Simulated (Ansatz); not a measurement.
Input and output for Hg (beta tin type): DFT, PBE, PAW with Ansatz's default frozen-core files, scalar-relativistic (Ansatz 0.2.0). This run: beta tin relaxed under pressure.

The start is a guessed cell of a prototype that needn't be stable.

Command: `ansatz run input.yaml --threads 1 --pin off --max-ram 3584MiB --backend cpu --events-out ev --progress --plain --runs-dir out` It took 100 s on 1 thread of Arm Neoverse V1, with other jobs on the host, peak memory 0.5 GiB.

```yaml
crystal:
  lattice:
    - [-2.5321907534, 2.5321907534, 1.3927049144]
    - [2.5321907534, -2.5321907534, 1.3927049144]
    - [2.5321907534, 2.5321907534, -1.3927049144]
  atoms:
    - { symbol: Hg, position: [-0.375, -0.125, -0.25] }
    - { symbol: Hg, position: [0.375, 0.125, 0.25] }
kpoints:
  mp_grid: { grid: [16, 16, 16] }
scf:
  occupations: { method: fermi_dirac, width: 0.05 }
hamiltonian:
  xc: pbe
  pseudopotentials: { kind: paw }
output:
  forces: true
  stress: true
  eigenvalues: true
relax:
  f_tol: 0.005
  max_steps: 40
  cell: { p_target: 40.0, stress_tol: 0.03 }
```

Output:

```
Engine: ansatz 0.2.0
Pseudopotentials: kind: paw
Pseudopotential: Hg, paw, valence charge 20, recommended cutoff 420 eV (normal), Hg.paw.azcp
Functional definition: PBE
  parameter kappa = 0.804
  parameter beta = 0.06672455060314922
  exchange = pbe_x(kappa = kappa, mu = beta*pi^2/3)
  correlation = pbe_c(beta = beta)
Crystal: 2 atoms, lattice volume = 35.720 Å³
Basis set: ecut = 420 eV, 721 PW (Γ), exchange–correlation on 54×54×54 points (8 copies of the dense FFT grid, shifted against one another)
Bands: 24, of which v1, the nominal top of the filled ones, is band 20 counted from 1 (19 counted from 0)
Symmetry: 16 space group operations
Space group: I41/amd (ITA 141), of the structure as read, at distance tolerance 3.3e-5 Å
k-points: 349 of 4096
Non-local potential: Hg, projectors of the file, l = 0: 3, l = 1: 2, l = 2: 2, l = 3: 1
PAW form: soft (Blöchl's): semilocal exchange-correlation on the pseudo side does not see the compensation charge
PAW one-centre angular grid: Hg, 590 points (default); XC on 64 Gauss nodes
Initial density: superposition of atomic densities (neutral atoms: chi_scale 0, normalization atom), corrected by the library's trained network
Initial wavefunctions: pseudopotential atomic-orbital guess
Functional: x = pbe(κ = 0.804, μ = 0.2195149727645171), c = pbe(β = 0.06672455060314922)
SCF iter   1: F=—  HF=-27625.017538 eV  |F-HF|=—  |Δ(HF+E_count)|=         —  Δρ=3.59e-3  dr2=3.98e-3  ethr=1.77e-3  ⟨swp⟩=5.7  Hψ=33364  notcnv=0
preconditioner: auto → Kerker (q_TF=auto, 2.780 Å⁻¹)  [metal: Δε(μ)=0.013 eV  Ē_g=13.846 eV  σ=0.050 eV  W_gap=0.07  n_scr=16 (ndim 8)  ℏωp=30.4 eV  f_vac=0.000  D(μ)=0.70/eV (n_scr^D=4)]
SCF iter   2: F=—  HF=-27625.018686 eV  |F-HF|=—  |Δ(HF+E_count)|=   1.15e-3  Δρ=2.07e-3  dr2=1.40e-3  ethr=9.96e-6  ⟨swp⟩=2.1  Hψ=14429  notcnv=0
SCF iter   3: F=—  HF=-27625.018487 eV  |F-HF|=—  |Δ(HF+E_count)|=   1.99e-4  Δρ=4.68e-4  dr2=7.44e-5  ethr=3.51e-6  ⟨swp⟩=2.3  Hψ=11650  notcnv=0
SCF iter   4: F=—  HF=-27625.018502 eV  |F-HF|=—  |Δ(HF+E_count)|=   1.48e-5  Δρ=1.26e-4  dr2=3.79e-6  ethr=1.86e-7  ⟨swp⟩=2.1  Hψ=11722  notcnv=0
SCF iter   5: F=—  HF=-27625.018503 eV  |F-HF|=—  |Δ(HF+E_count)|=   8.55e-7  Δρ=2.82e-5  dr2=2.21e-7  ethr=9.48e-9  ⟨swp⟩=2.2  Hψ=13446  notcnv=0
SCF iter   6: F=-27625.018503 eV  HF=-27625.018503 eV  |F-HF|=1.43e-9  |Δ(HF+E_count)|=   7.27e-8  Δρ=5.25e-6  dr2=7.62e-9  ethr=2.50e-10  ⟨swp⟩=4.6  Hψ=29704  notcnv=0
SCF 1 converged in 6 iterations: F = -27625.018503 eV  dr2 = 7.62e-9
  greatest PAW one-centre occupation: 1.000 electrons in one spin orbital (limit 2), on the Hg atom at site 1 (counted from 0), in its partial waves of l = 0
relax step   1: F+E_penalty+E_count = -27625.01850273 eV  Δ(F+E_penalty+E_count) = +0.000e0 eV  max|allowed force component| = 8.674e-19 eV/Å  Δτ_max = 0.0000 Å  P = +50.009 GPa  Ω = 35.720 Å³  (6 SCF iters, dr2 threshold 1.00e-7 eV, accepted)
Crystal: 2 atoms, lattice volume = 39.763 Å³
Basis set: ecut = 420 eV, 789 PW (Γ), exchange–correlation on 54×54×54 points (8 copies of the dense FFT grid, shifted against one another)
Initial density: handed on by an earlier stage of this run
Initial wavefunctions: those handed on with the density
iter 1 solved again at ethr=1.94e-5 eV; its pass at ethr=3.10e-3 eV (dr2=7.75e-3 eV) is discarded
SCF iter   1: F=—  HF=-27625.988255 eV  |F-HF|=—  |Δ(HF+E_count)|=         —  Δρ=4.33e-3  dr2=8.09e-3  ethr=1.94e-5  ⟨swp⟩=2.1  Hψ=47233  notcnv=0
preconditioner: auto → Kerker (q_TF=auto, 2.731 Å⁻¹)  [metal: Δε(μ)=0.017 eV  Ē_g=13.023 eV  σ=0.050 eV  W_gap=0.08  n_scr=16 (ndim 8)  ℏωp=28.8 eV  f_vac=0.000  D(μ)=0.63/eV (n_scr^D=4)]
SCF iter   2: F=—  HF=-27625.986509 eV  |F-HF|=—  |Δ(HF+E_count)|=   1.75e-3  Δρ=2.49e-3  dr2=2.52e-3  ethr=1.94e-5  ⟨swp⟩=1.8  Hψ=11144  notcnv=0
SCF iter   3: F=—  HF=-27625.985920 eV  |F-HF|=—  |Δ(HF+E_count)|=   5.89e-4  Δρ=5.54e-4  dr2=9.77e-5  ethr=6.29e-6  ⟨swp⟩=2.0  Hψ=11569  notcnv=0
SCF iter   4: F=—  HF=-27625.985936 eV  |F-HF|=—  |Δ(HF+E_count)|=   1.53e-5  Δρ=1.31e-4  dr2=7.04e-6  ethr=2.44e-7  ⟨swp⟩=2.4  Hψ=12456  notcnv=0
SCF iter   5: F=—  HF=-27625.985939 eV  |F-HF|=—  |Δ(HF+E_count)|=   3.16e-6  Δρ=3.51e-5  dr2=4.36e-7  ethr=1.76e-8  ⟨swp⟩=2.3  Hψ=11339  notcnv=0
SCF iter   6: F=-27625.985939 eV  HF=-27625.985939 eV  |F-HF|=4.76e-9  |Δ(HF+E_count)|=   1.65e-7  Δρ=8.23e-6  dr2=2.38e-8  ethr=5.00e-10  ⟨swp⟩=5.0  Hψ=33270  notcnv=0
SCF 2 converged in 6 iterations: F = -27625.985939 eV  dr2 = 2.38e-8
relax step   2: F+E_penalty+E_count = -27625.98593885 eV  Δ(F+E_penalty+E_count) = -9.674e-1 eV  max|allowed force component| = 1.735e-18 eV/Å  Δτ_max = 0.0000 Å  P = +26.680 GPa  Ω = 39.763 Å³  energy of the carried Pulay correction = -2.099e-3 eV  (6 SCF iters, dr2 threshold 2.00e-7 eV, rejected (line search))
Crystal: 2 atoms, lattice volume = 37.240 Å³
Basis set: ecut = 420 eV, 733 PW (Γ), exchange–correlation on 54×54×54 points (8 copies of the dense FFT grid, shifted against one another)
iter 1 solved again at ethr=6.93e-6 eV; its pass at ethr=3.10e-3 eV (dr2=2.77e-3 eV) is discarded
SCF iter   1: F=—  HF=-27625.470829 eV  |F-HF|=—  |Δ(HF+E_count)|=         —  Δρ=2.66e-3  dr2=2.92e-3  ethr=6.93e-6  ⟨swp⟩=1.1  Hψ=42994  notcnv=0
preconditioner: auto → Kerker (q_TF=auto, 2.761 Å⁻¹)  [metal: Δε(μ)=0.010 eV  Ē_g=13.474 eV  σ=0.050 eV  W_gap=0.05  n_scr=16 (ndim 8)  ℏωp=29.8 eV  f_vac=0.000  D(μ)=0.65/eV (n_scr^D=4)]
SCF iter   2: F=—  HF=-27625.470150 eV  |F-HF|=—  |Δ(HF+E_count)|=   6.79e-4  Δρ=1.49e-3  dr2=8.77e-4  ethr=6.93e-6  ⟨swp⟩=1.2  Hψ=8831  notcnv=0
SCF iter   3: F=—  HF=-27625.469906 eV  |F-HF|=—  |Δ(HF+E_count)|=   2.44e-4  Δρ=3.36e-4  dr2=2.62e-5  ethr=2.19e-6  ⟨swp⟩=2.1  Hψ=12004  notcnv=0
SCF iter   4: F=—  HF=-27625.469913 eV  |F-HF|=—  |Δ(HF+E_count)|=   6.89e-6  Δρ=6.37e-5  dr2=1.69e-6  ethr=6.55e-8  ⟨swp⟩=2.6  Hψ=14402  notcnv=0
SCF iter   5: F=—  HF=-27625.469912 eV  |F-HF|=—  |Δ(HF+E_count)|=   2.39e-7  Δρ=1.83e-5  dr2=9.37e-8  ethr=4.23e-9  ⟨swp⟩=2.1  Hψ=11802  notcnv=0
SCF iter   6: F=—  HF=-27625.469912 eV  |F-HF|=—  |Δ(HF+E_count)|=   6.08e-8  Δρ=2.91e-6  dr2=2.25e-9  ethr=2.34e-10  ⟨swp⟩=2.0  Hψ=12331  notcnv=0
[... lines left out ...]
iter 1 solved again at ethr=1.30e-8 eV; its pass at ethr=3.10e-3 eV (dr2=5.18e-6 eV) is discarded
SCF iter   1: F=—  HF=-27625.446499 eV  |F-HF|=—  |Δ(HF+E_count)|=         —  Δρ=4.64e-4  dr2=2.89e-6  ethr=1.30e-8  ⟨swp⟩=3.2  Hψ=56024  notcnv=0
SCF iter   2: F=—  HF=-27625.446752 eV  |F-HF|=—  |Δ(HF+E_count)|=   2.54e-4  Δρ=2.37e-4  dr2=7.48e-7  ethr=7.22e-9  ⟨swp⟩=1.0  Hψ=8382  notcnv=0
SCF iter   3: F=—  HF=-27625.446842 eV  |F-HF|=—  |Δ(HF+E_count)|=   8.93e-5  Δρ=7.12e-6  dr2=2.72e-9  ethr=1.87e-9  ⟨swp⟩=2.4  Hψ=15386  notcnv=0
SCF iter   4: F=—  HF=-27625.446842 eV  |F-HF|=—  |Δ(HF+E_count)|=   3.70e-8  Δρ=1.25e-6  dr2=9.09e-11  ethr=6.80e-12  ⟨swp⟩=2.1  Hψ=12748  notcnv=0
SCF iter   5: F=-27625.446842 eV  HF=-27625.446842 eV  |F-HF|=7.28e-12  |Δ(HF+E_count)|=   1.60e-9  Δρ=1.30e-7  dr2=4.25e-12  ethr=1.00e-12  ⟨swp⟩=5.0  Hψ=35085  notcnv=0
SCF 8 converged in 5 iterations: F = -27625.446842 eV  dr2 = 4.25e-12
relax step   8: F+E_penalty+E_count = -27625.44684170 eV  Δ(F+E_penalty+E_count) = -6.172e-4 eV  max|allowed force component| = 1.735e-18 eV/Å  Δτ_max = 0.0000 Å  P = +39.984 GPa  Ω = 37.116 Å³  stress off target by 2.47e-2 GPa  SCF on the basis re-selected at this cell (its energy is not comparable with the rows above)  (5 SCF iters)
basis re-selected at this cell: Δ(F+E_penalty+E_count) = -6.172e-4 eV, ΔP = -0.018 GPa vs the last step (what re-selecting the basis moved, of the pressure what is left beyond the Pulay correction that the steps carried, after the strain that the cell walked since its last selection, with what the two solves' SCF thresholds leave and, on support functions, any second-order correction that the steps lacked; it is no measure of the basis error at this ecutwfc). This SCF's stress stands 2.47e-2 GPa from its target on what of the cell is left free (relax.cell.stress_tol is 3.00e-2 GPa) and its largest allowed force component is 1.73e-18 eV/Å (relax.f_tol is 5.00e-3 eV/Å): within both
SCF converged after 5 iterations
Free energy (F): -27625.446842 eV
Harris-Foulkes:  -27625.446842 eV  (|F-HF|=7.28e-12)
Internal energy: -27625.441555 eV  (E = F + TS)
E sigma→0 (E₀):  -27625.444198 eV
Entropy (-TS):   -0.005287 eV (-2.643 meV/atom)
Fermi energy:    20.647661 eV
--- Per-component energies (eV) ---
  E_band       = -587.866554
  E_kinetic    = 1219.132430
  E_local      = -4337.441834  (includes V_loc(G=0)·N_el)
  E_nonlocal   = 142.412878
  E_hartree    = 1901.636007
  E_xc         = -446.516461
  E_vxc        = -532.419697  (∫ρ·V_xc dr)
  E_paw        = -19888.592207  (= ΣΔE_a)
  E_vpaw       = -882.824188  (= ΣTr[D̂ρ^β])
  E_aug_tail   = 0.001818  (compensation charges beyond the density's cutoff)
  E_ewald      = -6216.074187
  E_smearing   = -0.005287  (= −TS)
  E_closure    = -0.000000  (closes the sum)
  Σ components = -27625.446842   (vs F -27625.446842, Δ=0.00e0)
--- Forces (eV/Å), atoms counted from 1 ---
  atom   1  Hg    -0.00000000     0.00000000     0.00000000
  atom   2  Hg    -0.00000000     0.00000000     0.00000000
  max |Σ_I F_I| component: 3.47e-18 eV/Å
--- Stress (GPa, compression-positive) ---
       39.975258      -0.000000       0.000000
       -0.000000      39.975258      -0.000000
        0.000000       0.000000      40.000115
  P = ⅓ Tr σ = 39.9835 GPa (399.835 kbar)
--- Band table (eV; the first three rows and the last of 349) ---
  k-point 0: bands = ["-95.2204", "-95.2051", "-43.7557", "-43.7557", "-43.6015", "-43.5988", "-43.5980", "-43.5980", "9.0242", "10.6899", "10.7020", "10.9329", "11.2309", "13.5463", "13.5463", "13.5893", "13.5893", "14.3166", "15.1139", "21.7901", "21.7901", "24.1306", "29.6756", "32.6543"]
  k-point 1: bands = ["-95.2203", "-95.2053", "-43.7544", "-43.7543", "-43.6063", "-43.5995", "-43.5986", "-43.5947", "9.0760", "10.7199", "10.7236", "10.9265", "11.2259", "13.5351", "13.5522", "13.5972", "13.5987", "14.2918", "15.0443", "21.1801", "21.9227", "24.6718", "29.8072", "32.4261"]
  k-point 2: bands = ["-95.2198", "-95.2057", "-43.7505", "-43.7500", "-43.6140", "-43.6043", "-43.5981", "-43.5915", "9.2293", "10.7885", "10.8059", "10.9115", "11.2138", "13.4961", "13.5681", "13.6168", "13.6260", "14.2206", "14.8591", "20.0384", "22.3007", "25.5756", "30.2349", "31.8533"]
  k-point 348: bands = ["-95.2128", "-95.2128", "-43.7733", "-43.7733", "-43.6004", "-43.6004", "-43.5832", "-43.5832", "10.5428", "10.5428", "11.2645", "11.2645", "13.0523", "13.0523", "13.6361", "13.6361", "13.6889", "13.6889", "17.0409", "17.0409", "18.5931", "18.5931", "33.8486", "33.8486"]
--- Relaxed structure (7 steps of the walk, 6 accepted, 1 SCFs on fresh bases) ---
  F+E_penalty+E_count = -27625.44684170 eV   max|allowed force component| = 1.735e-18 eV/Å   (the final SCF, on the basis selected at the relaxed cell)
  cell:  # Å, volume = 37.1162 Å³
    - [-2.608928683815624, 2.608928683815624, 1.3632610318704]
    - [2.608928683815624, -2.608928683815624, 1.3632610318704]
    - [2.608928683815624, 2.608928683815624, -1.3632610318704]
  atoms:
    - { symbol: Hg, position: [-0.375, -0.12499999999999999, -0.25] }
    - { symbol: Hg, position: [0.375, 0.12499999999999999, 0.25] }
```

Next run (simple hexagonal relaxed under pressure), as changes to the input before:

```diff
   lattice:
-    - [-2.5321907534, 2.5321907534, 1.3927049144]
-    - [2.5321907534, -2.5321907534, 1.3927049144]
-    - [2.5321907534, 2.5321907534, -1.3927049144]
+    - [2.8025458784, 0.0, 0.0]
+    - [-1.4012729392, 2.427075926, 0.0]
+    - [0.0, 0.0, 2.6343931257]
   atoms:
-    - { symbol: Hg, position: [-0.375, -0.125, -0.25] }
-    - { symbol: Hg, position: [0.375, 0.125, 0.25] }
+    - { symbol: Hg, position: [0.0, 0.0, 0.0] }
 kpoints:
-  mp_grid: { grid: [16, 16, 16] }
+  mp_grid: { grid: [16, 16, 14] }
 scf:
   eigenvalues: true
+  write_density: true
+  write_potential: true
+  elf: true
+  volumetric_format: npy
 relax:
```

Results part of the output:

```
basis re-selected at this cell: Δ(F+E_penalty+E_count) = -2.320e-4 eV, ΔP = -0.012 GPa vs the last step (what re-selecting the basis moved, of the pressure what is left beyond the Pulay correction that the steps carried, after the strain that the cell walked since its last selection, with what the two solves' SCF thresholds leave and, on support functions, any second-order correction that the steps lacked; it is no measure of the basis error at this ecutwfc). The dense FFT grid was sized anew with the basis: this SCF ran on 20×20×20 points, the steps before it on 20×20×18, so part of this shift can come from that change (see relax.cell in the input reference). This SCF's stress stands 2.24e-2 GPa from its target on what of the cell is left free (relax.cell.stress_tol is 3.00e-2 GPa) and its largest allowed force component is 0.00e0 eV/Å (relax.f_tol is 5.00e-3 eV/Å): within both
SCF converged after 5 iterations
Free energy (F): -13812.740717 eV
Harris-Foulkes:  -13812.740717 eV  (|F-HF|=5.46e-12)
Internal energy: -13812.738070 eV  (E = F + TS)
E sigma→0 (E₀):  -13812.739394 eV
Entropy (-TS):   -0.002647 eV (-2.647 meV/atom)
Fermi energy:    20.917962 eV
--- Per-component energies (eV) ---
  E_band       = -289.515889
  E_kinetic    = 609.484426
  E_local      = -2149.859524  (includes V_loc(G=0)·N_el)
  E_nonlocal   = 71.201820
  E_hartree    = 943.562278
  E_xc         = -223.262241
  E_vxc        = -266.221125  (∫ρ·V_xc dr)
  E_paw        = -9944.224756  (= ΣΔE_a)
  E_vpaw       = -441.247028  (= ΣTr[D̂ρ^β])
  E_aug_tail   = 0.000912  (compensation charges beyond the density's cutoff)
  E_ewald      = -3119.640986
  E_smearing   = -0.002647  (= −TS)
  E_closure    = 0.000000  (closes the sum)
  Σ components = -13812.740717   (vs F -13812.740717, Δ=0.00e0)
--- Forces (eV/Å), atoms counted from 1 ---
  atom   1  Hg    -0.00000000     0.00000000     0.00000000
  max |Σ_I F_I| component: 4.11e-32 eV/Å
--- Stress (GPa, compression-positive) ---
       39.993882      -0.000000       0.000000
        0.000000      39.993882       0.000000
        0.000000       0.000000      39.977551
  P = ⅓ Tr σ = 39.9884 GPa (399.884 kbar)
--- Band table (eV; the first three rows and the last of 240) ---
  k-point 0: bands = ["-94.9957", "-43.3779", "-43.3769", "-43.3769", "9.1488", "10.6440", "12.4161", "12.4161", "14.5611", "14.5611", "31.4732", "33.9016", "36.9527", "36.9527"]
  k-point 1: bands = ["-94.9953", "-43.3866", "-43.3762", "-43.3762", "9.2573", "10.7538", "12.4278", "12.4278", "14.4974", "14.4974", "30.4581", "33.9868", "37.2215", "37.2215"]
  k-point 2: bands = ["-94.9943", "-43.4110", "-43.3744", "-43.3744", "9.5370", "11.1167", "12.4606", "12.4606", "14.3227", "14.3227", "28.4184", "34.2383", "38.0064", "38.0064"]
  k-point 239: bands = ["-94.9795", "-43.5294", "-43.4894", "-43.4696", "11.5151", "11.8320", "12.7327", "13.1819", "15.2186", "24.5603", "25.1493", "26.5742", "27.8489", "30.7224"]
--- Relaxed structure (6 steps of the walk, 5 accepted, 1 SCFs on fresh bases) ---
  F+E_penalty+E_count = -13812.74071707 eV   max|allowed force component| = 0.000e0 eV/Å   (the final SCF, on the basis selected at the relaxed cell)
  cell:  # Å, volume = 18.3903 Å³
    - [2.8017333682642227, 0.0, 0.0]
    - [-1.4008666841321114, 2.4263722715473586, 0.0]
    - [0.0, 0.0, 2.7052285339079143]
  atoms:
    - { symbol: Hg, position: [0.0, 0.0, 0.0] }
```

Spin–orbit coupling is left out, which matters for the heavy atoms.
